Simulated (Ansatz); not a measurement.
## BN with an N vacancy, one structure, two calculations

Cell: a supercell of BN (space group P6_3/mmc) built from a Materials Project structure (computed, not necessarily an observed phase), with the ions relaxed around the defect (PBE).

```
B N
1.0
     7.50492    0.00000    0.00000
    -3.75246    6.49945    0.00000
     0.00000    0.00000    7.36932
B N
18 17
Direct
  0.22149 0.11074 0.75000
  0.22255 0.44510 0.75000
  0.22255 0.77745 0.75000
  0.55603 0.11206 0.75000
  0.55603 0.44397 0.75000
  0.55490 0.77745 0.75000
  0.88926 0.11074 0.75000
  0.88794 0.44397 0.75000
  0.88926 0.77851 0.75000
  0.11128 0.22255 0.25000
  0.11116 0.55558 0.25000
  0.11128 0.88872 0.25000
  0.44449 0.22225 0.25000
  0.44442 0.55558 0.25000
  0.44442 0.88884 0.25000
  0.77775 0.22225 0.25000
  0.77775 0.55551 0.25000
  0.77745 0.88872 0.25000
  0.00027 0.32986 0.75000
  0.00027 0.67041 0.75000
  0.32959 0.99973 0.75000
  0.32959 0.32986 0.75000
  0.33333 0.66667 0.75000
  0.67014 0.99973 0.75000
  0.66667 0.33333 0.75000
  0.67014 0.67041 0.75000
  0.00000 0.00000 0.25000
  0.00001 0.33336 0.25000
  0.00001 0.66665 0.25000
  0.33335 0.99999 0.25000
  0.33335 0.33336 0.25000
  0.33333 0.66667 0.25000
  0.66664 0.99999 0.25000
  0.66667 0.33333 0.25000
  0.66664 0.66665 0.25000
```

Sites (sets of like atoms) are named by element and the number of their first atom in this list.

First run. Level of theory: DFT, PBE, plane waves and PAW, scalar-relativistic, collinear spin, 420 eV cutoff, Γ-centred 3×3×3 k-points, Fermi–Dirac smearing 0.01 eV, cell charge +1 (Ansatz 0.2.0). Start moments as typed (μB): 0.5 0 0 0 0 0 0.5 0 0.5 0 0 0 0 0 0 0 0 0 0 0 0 0 0 0 0 0 0 0 0 0 0 0 0 0 0 by atom.

```
site  atom  V_zz (10²¹ V/m²)     η
  B1     1             -2.76  0.59
  B2     2              2.94  0.10
  B4     4              2.70  0.15
 B10    10              2.81  0.02
 B11    11              2.81  0.00
 B13    13              2.82  0.00
 N19    19              1.44  0.24
 N23    23             -0.36  0.00
 N25    25            <0.005     –
 N27    27              0.35  0.00
 N28    28             0.052  0.24
 N32    32             0.040  0.00
 N34    34             0.045  0.00
```

Second run. The same atoms and settings, except that the functional is r2SCAN and the cutoff is 500 eV.

Q: Given the first result, estimate the second.

A: 

```
site  atom    V_zz     η  change of V_zz
  B1     1   -2.87  0.61           -0.11
  B2     2    3.05  0.10           +0.11
  B4     4    2.82  0.14           +0.12
 B10    10    2.94  0.02           +0.13
 B11    11    2.94  0.00           +0.13
 B13    13    2.94  0.00           +0.12
 N19    19    1.57  0.24           +0.13
 N23    23   -0.44  0.00           -0.08
 N25    25  -0.081  0.00           -0.08
 N27    27    0.35  0.00            0.00
 N28    28   0.032  0.45           -0.02
 N32    32   0.018  0.00           -0.02
 N34    34   0.022  0.00           -0.02
```

The largest change of V_zz is on N19, from 1.44 to 1.57. In per cent, |V_zz| changes by +4 to +5 on B, +9 on N (all sites that start above 0.5).

The defect repeats with the cell of 35 atoms, so it feels its images: sites between two images don't show the values beside a lone defect, and zeros or small values of η there can come from the images' arrangement. B and N carry a gradient in the pure host already, so the values there aren't the defect's effect alone. A uniform background compensates the cell's charge. The start moments die out, and the run ends without spin.
For the second run: The program didn't check the stability of this electronic state in full, so a lower one may lie near.
